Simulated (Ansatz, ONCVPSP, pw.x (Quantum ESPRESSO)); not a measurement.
pw.x on bcc Ag: one setting changed

Potential: optimised norm-conserving Vanderbilt (ONCV), ONCVPSP 4.0.1.1 (patched build), PBE; core [Ar] 3d10, reference 4s2 4p6 4d10 5s0.5 5p0.5; waves: 4s+5s: rc 1.40 bohr, ncon 5, nbas 10, qcut 8.4 1/bohr, 2 projectors; 4p+5p: rc 1.95 bohr, ncon 4, nbas 8, qcut 7.8 1/bohr, 2 projectors; 4d: rc 1.65 bohr, ncon 4, nbas 9, qcut 9.6 1/bohr, 2 projectors, debl 2.1 Ha; f scattering state at 0.28 Ha: rc 2.00 bohr, ncon 4, nbas 8, qcut 4.9 1/bohr, 1 projector; local part: polynomial inside 1.15 bohr (lpopt 5, dvloc0 0 Ha); core correction: none.

The reference run (k-mesh 14³, cutoffs 85/340 Ry, Fermi–Dirac 0.01 Ry, mixing_beta 0.4, conv_thr 1e-9, no spin) gives -0.26 GPa at 17.952 Å³/atom, where all-electron LAPW gives 0.27 GPa. This run, with its own iteration cap, changes startingwfc to atomic.

```
&control
  calculation='scf', prefix='x', pseudo_dir='./', outdir='./tmp', tstress=.true., disk_io='none'
/
&system
  ibrav=0, nat=1, ntyp=1, ecutwfc=85, ecutrho=340, nbnd=18,
  occupations='smearing', smearing='fd', degauss=0.01
/
&electrons
  conv_thr=1e-09, mixing_beta=0.4, electron_maxstep=50, startingwfc='atomic'
/
ATOMIC_SPECIES
Ag 1.0 Ag.UPF
CELL_PARAMETERS angstrom
  -1.64949479 1.64949479 1.64949479
  1.64949479 -1.64949479 1.64949479
  1.64949479 1.64949479 -1.64949479
ATOMIC_POSITIONS crystal
Ag 0.0000 0.0000 0.0000
K_POINTS automatic
14 14 14 0 0 0
```

```bash
pw.x < Ag.scf.in > Ag.scf.out
```

Question: How does the run end?

Answer: It converges in 11 iterations; the free energy moves by +0.0 meV/atom and the pressure by +0.00 GPa. The result is that of the reference run.

```
Message from routine setup:
     using ibrav=0 with symmetry is DISCOURAGED, use correct ibrav instead
     lattice parameter (alat)  =       5.3990  a.u.
     unit-cell volume          =     121.1461 (a.u.)^3
     number of electrons       =        19.00
     number of Kohn-Sham states=           18
     kinetic-energy cutoff     =      85.0000  Ry
     charge density cutoff     =     340.0000  Ry
     scf convergence threshold =      1.0E-09
     Exchange-correlation= PBE
     number of k points=   104  Fermi-Dirac smearing, width (Ry)=  0.0100
     iteration #  1     ecut=    85.00 Ry     beta= 0.40
     total energy              =    -294.14862310 Ry
     estimated scf accuracy    <       0.11980980 Ry
     iteration #  2     ecut=    85.00 Ry     beta= 0.40
     total energy              =    -294.17629859 Ry
     estimated scf accuracy    <       0.00424998 Ry
     iteration #  3     ecut=    85.00 Ry     beta= 0.40
     total energy              =    -294.17659297 Ry
     estimated scf accuracy    <       0.00074144 Ry
     [... 5 iterations left out ...]
     iteration #  9     ecut=    85.00 Ry     beta= 0.40
     total energy              =    -294.17666638 Ry
     estimated scf accuracy    <          2.0E-09 Ry
     iteration # 10     ecut=    85.00 Ry     beta= 0.40
     total energy              =    -294.17666638 Ry
     estimated scf accuracy    <          1.2E-09 Ry
     iteration # 11     ecut=    85.00 Ry     beta= 0.40
     the Fermi energy is    16.3171 ev
!    total energy              =    -294.17666638 Ry
     estimated scf accuracy    <          6.1E-12 Ry
     smearing contrib. (-TS)   =      -0.00168080 Ry
     The total energy is F=E-TS. E is the sum of the following terms:
     one-electron contribution =    -128.88802645 Ry
     hartree contribution      =      73.41461796 Ry
     xc contribution           =     -27.96626893 Ry
     ewald contribution        =    -210.73530817 Ry
     convergence has been achieved in  11 iterations
          total   stress  (Ry/bohr**3)                   (kbar)     P=       -2.58
     Message from routine punch:
     Nothing written, as per user request (disk_io='none')
```

The run took about 58 s on one core of a shared host (Neoverse-N1, 64 threads, 124 GiB, load 57).
